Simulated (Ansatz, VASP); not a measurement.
## C in VASP and in Ansatz

```
C
1.0
     2.46567    0.00000    0.00000
    -1.23283    2.13533    0.00000
     0.00000    0.00000   17.50007
C
4
Direct
  0.66667 0.33333 0.25714
  0.33333 0.66667 0.25714
  0.33333 0.66667 0.43200
  0.66667 0.33333 0.43200
```

Alike in both runs: task single point; functional PBE; dispersion D3(BJ); k mesh 15 × 15 × 1; occupations gaussian, width 0.1 eV; no spin polarisation.

|  | VASP | Ansatz |
| --- | --- | --- |
| version | VASP 6.6.1 | Ansatz 0.2.0 |
| potentials or method | VASP PAW PBE potentials, release 64 (C) | scalar-relativistic, plane waves, PAW |
| plane-wave cutoff (eV) | 520 | 420 |
| valence electrons in the cell | 16 | 16 |

|  | VASP | Ansatz | Ansatz less VASP |
| --- | --- | --- | --- |
| gap on the k mesh at the Fermi level (eV) | 0.98 | 0.98 | 0.000 |
| least direct gap on the mesh (eV) | 0.98 | 0.98 | 0.000 |
| rms of the force components (eV/Å) | 0.125 | 0.125 | -0.0001 |

Atom by atom the forces differ by 0.000 eV/Å (rms over components). Ansatz warned: «structure_snapped_to_symmetry».
